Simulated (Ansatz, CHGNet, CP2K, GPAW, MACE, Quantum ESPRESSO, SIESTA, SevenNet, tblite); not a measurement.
# Running NbH2(331) slab (72 atoms) with CP2K, part 2 of 3

How do the settings of CP2K change the result for NbH2(331) slab (72 atoms)? A plane-wave run serves as the yardstick.

Program: CP2K 2026.2; the method stands at each step. Banners, paths, timers and routine set-up lines are dropped from the logs unmarked, and long logs keep their key lines alone; longer cuts are marked.

So far. Step 2 (PBE, DZVP-UZH, 600/50 Ry, diagonalisation): Forces lie 3.9 % from the reference's, at 1.5 times its CPU time. Step 3 (PBE, TZVP-UZH, 600/50 Ry, diagonalisation): Against the first run (3.9 %), the force difference from the reference is 3.4 %, at 1.1 times the CPU time, with 1128 basis functions against 864: the larger basis brings the forces nearer.

**4. PBE+D3(BJ), DZVP-UZH, 600/50 Ry, diagonalisation**

Method: Kohn-Sham DFT, PBE+D3(BJ), GTH-PBE pseudopotentials, Gaussian and plane waves, DZVP-MOLOPT (UZH set), diagonalisation.

input.inp

```
&GLOBAL
  PROJECT cell
  RUN_TYPE ENERGY_FORCE
  PRINT_LEVEL LOW
&END GLOBAL
&FORCE_EVAL
  METHOD QS
  &DFT
    BASIS_SET_FILE_NAME BASIS_MOLOPT_UZH
    POTENTIAL_FILE_NAME POTENTIAL_UZH
    &MGRID
      CUTOFF 600
      REL_CUTOFF 50
      NGRIDS 5
    &END MGRID
    &QS
      EPS_DEFAULT 1.0E-12
    &END QS
    &SCF
      SCF_GUESS ATOMIC
      EPS_SCF 5.0E-06
      MAX_SCF 200
      ADDED_MOS 36
      &DIAGONALIZATION
        ALGORITHM STANDARD
      &END DIAGONALIZATION
      &SMEAR ON
        METHOD FERMI_DIRAC
        ELECTRONIC_TEMPERATURE [K] 580
      &END SMEAR
      &MIXING
        METHOD BROYDEN_MIXING
        ALPHA 0.2
        NBROYDEN 12
        BETA 0.05
      &END MIXING
      &PRINT
        &RESTART OFF
        &END RESTART
      &END PRINT
    &END SCF
    &XC
      &XC_FUNCTIONAL PBE
      &END XC_FUNCTIONAL
      &VDW_POTENTIAL
        POTENTIAL_TYPE PAIR_POTENTIAL
        &PAIR_POTENTIAL
          TYPE DFTD3(BJ)
          PARAMETER_FILE_NAME dftd3.dat
          REFERENCE_FUNCTIONAL PBE
        &END PAIR_POTENTIAL
      &END VDW_POTENTIAL
    &END XC
    &PRINT
      &MULLIKEN ON
      &END MULLIKEN
      &HIRSHFELD ON
        SHAPE_FUNCTION DENSITY
      &END HIRSHFELD
      &MO ON
        EIGENVALUES T
        OCCUPATION_NUMBERS T
        MO_INDEX_RANGE 169 192
        &EACH
          QS_SCF 0
        &END EACH
        ADD_LAST NUMERIC
      &END MO
    &END PRINT
  &END DFT
  &SUBSYS
    &CELL
      A 9.67958 0.00000 0.00000
      B -1.61326 7.03206 0.00000
      C 0.00000 0.00000 21.85118
    &END CELL
    &COORD
      Nb -1.58503 6.94486 7.26421
      H 8.09913 1.01923 7.02406
      H 6.46659 5.85018 7.51549
      Nb 8.05594 2.54160 8.33251
      H 6.44654 3.61617 8.01283
      H 6.45109 1.39136 8.57593
      Nb 6.47403 5.09121 9.36279
      H 8.08260 6.20460 9.10233
      H 8.09925 3.98401 9.59551
      Nb 6.53851 0.58837 10.38171
      H 8.11930 1.74479 10.18199
      H 6.44604 6.56844 10.65857
      Nb 8.01168 3.20289 11.47362
      H 6.48863 4.35756 11.19327
      H 6.45341 2.15378 11.65957
      Nb 6.36665 5.85672 12.39858
      H -1.51790 6.88052 12.24715
      H 8.05007 4.76710 12.70690
      Nb 6.51815 1.40578 13.50578
      H 8.11172 2.51199 13.29338
[... 48 atom lines left out ...]
      H 1.59294 0.28156 13.80579
      Nb 1.66523 3.93423 14.65209
      H 0.06326 5.07300 14.35338
      H 0.01299 2.84201 14.79587
    &END COORD
    &KIND Nb
      BASIS_SET DZVP-MOLOPT-PBE-GTH-q13
      POTENTIAL GTH-PBE-q13
    &END KIND
    &KIND H
      BASIS_SET DZVP-MOLOPT-PBE-GTH-q1
      POTENTIAL GTH-PBE-q1
    &END KIND
  &END SUBSYS
  &PRINT
    &FORCES ON
    &END FORCES
  &END PRINT
&END FORCE_EVAL
```

Command:

```bash
$ OMP_NUM_THREADS=1 mpirun -np 4 cp2k.psmp -i input.inp > output.txt
```

Numbers of over 12 decimals in the logs are rounded to 6 here.

Output:

```text
CP2K| version string:                                       CP2K version 2026.2
 CP2K| Input file name                                                 input.inp
 GLOBAL| Basis set file name                                    BASIS_MOLOPT_UZH
 GLOBAL| Potential file name                                       POTENTIAL_UZH
[... lines left out ...]
                        Smear method:                                FERMI_DIRAC
[... lines left out ...]
 Number of electrons:                                                        360
[... lines left out ...]
  Step     Update method      Time    Convergence         Total energy    Change
[... lines left out ...]
  *** SCF run converged in    33 steps ***
[... lines left out ...]
  Fermi energy:                                                 0.099254
  Total energy:                                             -1387.466962
  Total energy (extrapolated to T->0):                      -1387.462723
[... lines left out ...]
 MO| E(Fermi):            0.099254 a.u.          2.700837 eV
[... lines left out ...]
     72       H      2       1.000          1.184                        -0.184
  Total Charge                                                            0.001
 !-----------------------------------------------------------------------------!
 ENERGY| Total FORCE_EVAL ( QS ) energy [hartree]          -1387.466982
 FORCES| Atomic forces [hartree/bohr]
 FORCES|   Atom     x               y               z               |f|
 FORCES|      1 -5.18836647E-03  2.36898018E-02  4.74282258E-02   5.32687756E-02
 FORCES|      2 -5.28957069E-04  1.81741825E-03 -1.26923857E-02   1.28327495E-02
 FORCES|      3  7.24689661E-04 -4.78845966E-03 -7.21802060E-03   8.69220009E-03
[...]
FORCES|     71 -3.24018668E-03  3.91158635E-03  6.65356728E-03   8.37073922E-03
 FORCES|     72 -1.71176064E-03  3.05964884E-03  1.67525186E-02   1.71154449E-02
 FORCES| Sum     5.00910986E-06 -7.12980444E-08 -7.74082914E-07
 FORCES| Total atomic force                                       5.06906987E-06
```

It took 4.1 min on 4 MPI ranks of Arm Neoverse V1, shared host; peak memory 5.7 GiB.

Compared with the plane-wave run:

```
r.m.s. force component                  : 0.703 eV/Å
r.m.s. difference of force components   : 30.5 meV/Å
longest difference of force vectors     : 107.2 meV/Å
force difference over r.m.s. force      : 4.417 %
slope of forces against the reference's : 1.017
correlation of force components         : 0.9992
```

Against the first run (3.9 %), the force difference from the reference is 4.4 %, at 0.98 times the CPU time; the model has changed, so this is no error of the program alone.

The difference per atom is largest on Nb (0.080 eV/Å on average, against 0.024 on H).

**5. PBE, DZVP-MOLOPT (SR for Nb), 600/50 Ry, diagonalisation**

Method: Kohn-Sham DFT, PBE, GTH-PBE pseudopotentials, Gaussian and plane waves, DZVP-MOLOPT-GTH, diagonalisation.

Changes to input.inp since step 4:

```diff
@@ -8,4 +8,4 @@
   &DFT
-    BASIS_SET_FILE_NAME BASIS_MOLOPT_UZH
-    POTENTIAL_FILE_NAME POTENTIAL_UZH
+    BASIS_SET_FILE_NAME BASIS_MOLOPT
+    POTENTIAL_FILE_NAME GTH_POTENTIALS
     &MGRID
@@ -44,10 +44,2 @@
       &END XC_FUNCTIONAL
-      &VDW_POTENTIAL
-        POTENTIAL_TYPE PAIR_POTENTIAL
-        &PAIR_POTENTIAL
-          TYPE DFTD3(BJ)
-          PARAMETER_FILE_NAME dftd3.dat
-          REFERENCE_FUNCTIONAL PBE
-        &END PAIR_POTENTIAL
-      &END VDW_POTENTIAL
     &END XC
@@ -80,3 +72,3 @@
     &KIND Nb
-      BASIS_SET DZVP-MOLOPT-PBE-GTH-q13
+      BASIS_SET DZVP-MOLOPT-SR-GTH-q13
       POTENTIAL GTH-PBE-q13
@@ -84,3 +76,3 @@
     &KIND H
-      BASIS_SET DZVP-MOLOPT-PBE-GTH-q1
+      BASIS_SET DZVP-MOLOPT-GTH-q1
       POTENTIAL GTH-PBE-q1
```

Output:

```text
CP2K| version string:                                       CP2K version 2026.2
 CP2K| Input file name                                                 input.inp
 GLOBAL| Basis set file name                                        BASIS_MOLOPT
 GLOBAL| Potential file name                                      GTH_POTENTIALS
 GLOBAL| Run type                                                   ENERGY_FORCE
 GLOBAL| Total number of message passing processes                             4
 GLOBAL| Number of threads for this process                                    1
 TOTAL NUMBERS AND MAXIMUM NUMBERS
  Total number of            - Atomic kinds:                                   2
                             - Atoms:                                         72
[... lines left out ...]
                        Smear method:                                FERMI_DIRAC
[... lines left out ...]
 Number of electrons:                                                        360
[... lines left out ...]
  Step     Update method      Time    Convergence         Total energy    Change
[... lines left out ...]
  *** SCF run converged in    34 steps ***
[... lines left out ...]
  Fermi energy:                                                 0.095535
  Total energy:                                             -1398.546227
  Total energy (extrapolated to T->0):                      -1398.541828
[... lines left out ...]
 MO| E(Fermi):            0.095535 a.u.          2.599648 eV
[... lines left out ...]
       2     H        2          1.225689                             -0.225689
       3     H        2          1.195746                             -0.195746
[...]
71     H        2          1.198927                             -0.198927
      72     H        2          1.221339                             -0.221339
 # Total charge                            360.000000                  0.000000
 !-----------------------------------------------------------------------------!
 !-----------------------------------------------------------------------------!
                           Hirshfeld Charges
  #Atom  Element  Kind  Ref Charge     Population                    Net charge
      1       Nb     1      13.000         12.642                         0.358
      2       H      2       1.000          1.183                        -0.183
      3       H      2       1.000          1.168                        -0.168
[...]
71       H      2       1.000          1.168                        -0.168
     72       H      2       1.000          1.184                        -0.184
  Total Charge                                                            0.001
 !-----------------------------------------------------------------------------!
 ENERGY| Total FORCE_EVAL ( QS ) energy [hartree]          -1398.546244
 FORCES| Atomic forces [hartree/bohr]
 FORCES|   Atom     x               y               z               |f|
 FORCES|      1 -4.98148489E-03  2.42349925E-02  4.56560723E-02   5.19290572E-02
 FORCES|      2 -4.96244588E-04  1.63687370E-03 -1.31760163E-02   1.32865730E-02
 FORCES|      3  7.39891488E-04 -4.60223626E-03 -7.78308266E-03   9.07217690E-03
[...]
FORCES|     71 -3.29189906E-03  3.73141611E-03  7.14808706E-03   8.70948990E-03
 FORCES|     72 -1.73793271E-03  3.10949975E-03  1.71039985E-02   1.74710092E-02
 FORCES| Sum     1.00318148E-06  1.00043817E-05 -5.71469620E-06
 FORCES| Total atomic force                                       1.15651104E-05
```

The job ended after 12 min (4 MPI ranks; peak memory 6.2 GiB).

Against the reference:

```yaml
r_m_s_force_component: 0.6861 eV/Å
r_m_s_difference_of_force_components: 10.71 meV/Å
longest_difference_of_force_vectors: 56.99 meV/Å
force_difference_over_r_m_s_force: 1.551 %
slope_of_forces_against_the_reference_s: 0.9934
correlation_of_force_components: 0.9999
```

Against the first run (3.9 %), the force difference from the reference is 1.6 %, at 2.8 times the CPU time, with 864 basis functions against 864; this set comes with other potentials too, so the change isn't the basis's alone.

The difference per atom is largest on Nb (0.025 eV/Å on average, against 0.0093 on H).

**6. r2SCAN, SCAN potentials, DZVP-UZH(SCAN), 600/50 Ry, diagonalisation**

Method: Kohn-Sham DFT, r2SCAN, GTH-SCAN pseudopotentials, Gaussian and plane waves, DZVP-MOLOPT (UZH set), diagonalisation.

Changes to input.inp since step 5:

```diff
@@ -8,4 +8,4 @@
   &DFT
-    BASIS_SET_FILE_NAME BASIS_MOLOPT
-    POTENTIAL_FILE_NAME GTH_POTENTIALS
+    BASIS_SET_FILE_NAME BASIS_MOLOPT_UZH
+    POTENTIAL_FILE_NAME POTENTIAL_UZH
     &MGRID
@@ -42,3 +42,7 @@
     &XC
-      &XC_FUNCTIONAL PBE
+      &XC_FUNCTIONAL
+        &MGGA_X_R2SCAN
+        &END MGGA_X_R2SCAN
+        &MGGA_C_R2SCAN
+        &END MGGA_C_R2SCAN
       &END XC_FUNCTIONAL
@@ -68,12 +72,13 @@
     &END CELL
-    &COORD
-[... 72 atom lines left out: the same atoms as in the first run ...]
-    &END COORD
+    &TOPOLOGY
+      COORD_FILE_NAME structure.xyz
+      COORD_FILE_FORMAT XYZ
+    &END TOPOLOGY
     &KIND Nb
-      BASIS_SET DZVP-MOLOPT-SR-GTH-q13
-      POTENTIAL GTH-PBE-q13
+      BASIS_SET DZVP-MOLOPT-SCAN-GTH-q13
+      POTENTIAL GTH-SCAN-q13
     &END KIND
     &KIND H
-      BASIS_SET DZVP-MOLOPT-GTH-q1
-      POTENTIAL GTH-PBE-q1
+      BASIS_SET DZVP-MOLOPT-SCAN-GTH-q1
+      POTENTIAL GTH-SCAN-q1
     &END KIND
```

structure.xyz

```xyz
72

[... 72 atom lines left out: the same atoms as in the first run ...]
```

Command:

```bash
$ OMP_NUM_THREADS=2 cp2k.psmp -i input.inp > output.txt
```

Output:

```text
CP2K| version string:                                       CP2K version 2026.2
 CP2K| Input file name                                                 input.inp
 GLOBAL| Basis set file name                                    BASIS_MOLOPT_UZH
 GLOBAL| Potential file name                                       POTENTIAL_UZH
[... lines left out ...]
                        Smear method:                                FERMI_DIRAC
[... lines left out ...]
 Number of electrons:                                                        360
[... lines left out ...]
  Step     Update method      Time    Convergence         Total energy    Change
[... lines left out ...]
  *** SCF run converged in    34 steps ***
[... lines left out ...]
  Fermi energy:                                                 0.103593
  Total energy:                                             -1387.235590
  Total energy (extrapolated to T->0):                      -1387.232166
[... lines left out ...]
 MO| E(Fermi):            0.103593 a.u.          2.818920 eV
[... lines left out ...]
     72       H      2       1.000          1.194                        -0.194
  Total Charge                                                            0.001
 !-----------------------------------------------------------------------------!
 ENERGY| Total FORCE_EVAL ( QS ) energy [hartree]          -1387.235560
 FORCES| Atomic forces [hartree/bohr]
 FORCES|   Atom     x               y               z               |f|
 FORCES|      1 -5.92966465E-03  2.47932171E-02  4.52907667E-02   5.19722819E-02
 FORCES|      2 -5.26021877E-04  1.92787160E-03 -1.29589197E-02   1.31120932E-02
 FORCES|      3  6.03073956E-04 -3.93330154E-03 -7.03595441E-03   8.08326751E-03
[...]
FORCES|     71 -3.54999448E-03  2.89727168E-03  6.36658539E-03   7.84410947E-03
 FORCES|     72 -1.79769437E-03  2.83737865E-03  1.69277786E-02   1.72578131E-02
 FORCES| Sum     9.52861705E-04  1.94957447E-04  7.08962071E-04
 FORCES| Total atomic force                                       1.20357013E-03
```

It took 19 min on 2 threads; peak memory 4.3 GiB; 37 min of CPU time.

Compared with the plane-wave run:

```yaml
r_m_s_force_component: 0.6934 eV/Å
r_m_s_difference_of_force_components: 29.89 meV/Å
longest_difference_of_force_vectors: 124.2 meV/Å
force_difference_over_r_m_s_force: 4.328 %
slope_of_forces_against_the_reference_s: 1.003
correlation_of_force_components: 0.9991
```

Against the first run (3.9 %), the force difference from the reference is 4.3 %, at 2.2 times the CPU time (on 2 against 4 cores); the model has changed, so this is no error of the program alone.

The difference per atom is largest on Nb (0.074 eV/Å on average, against 0.027 on H).

[end of part 2 of 3]

[Also dropped from logs without a mark: logging warnings of Python, and SIESTA's first energy breakdown and zero terms.]

[Logs are printed without paths, hosts, clocks, repeated set-up lines and the standing remarks that a program may print on its own settings, such as how far it seeks lower states.]

[Hosts, paths, dates, database ids (printed as entryN), source tags and the programs' standing remarks are cut or masked in the printed files.]
